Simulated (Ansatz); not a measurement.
The system is Au.

```
Au
1.0
     2.74841    0.00000    0.00000
     0.00000    2.74841    0.00000
     0.00000    0.00000    2.74841
Au
1
Direct
  0.50000 0.50000 0.50000
```

The cell was built by a generator and needn't be a form met in nature.

```yaml
Program: Ansatz 0.2.0
Task: relaxation of cell and atoms
Functional: revPBE
Dispersion: D4
Potentials_or_basis: Ansatz PAW
Cutoff: "420 eV (not typed: the program's choice for these potentials)"
k_mesh: 10 × 10 × 10
Occupations: fermi-dirac, width 0.05 eV
Spin: no spin polarisation
```

At the start: volume 20.76 Å³/atom.

Q: How do energy, volume and symmetry change on relaxing?

A: It ends after 4 steps and the volume is 19.94 Å³/atom (-4.0 %); space group Pm-3m (No. 221, to 0.05 Å).

The path:
| step | energy change (eV) | largest force (eV/Å) | volume (Å³) |
| --- | --- | --- | --- |
| 1 | 0.0000 | 0.0000 | 20.76 |
| 2 | -0.0116 | 0.0000 | 20.00 |
| 3 | -0.0117 | 0.0000 | 19.94 |
| 4 | -0.0114 | 0.0000 | 19.94 |

Final structure:
```
Au
1.0
     2.71154    0.00000    0.00000
     0.00000    2.71154    0.00000
     0.00000    0.00000    2.71154
Au
1
Direct
  0.50000 0.50000 0.50000
```

Caveat: the plane-wave basis is chosen anew once the cell has moved, so the energies of steps on either side of that aren't comparable; pairwise dispersion overbinds metals, which lowers pressure and volume; the PAW data sets come from PBE, with cores solved anew for the run's functional, which leaves a small shift of forces and pressure.
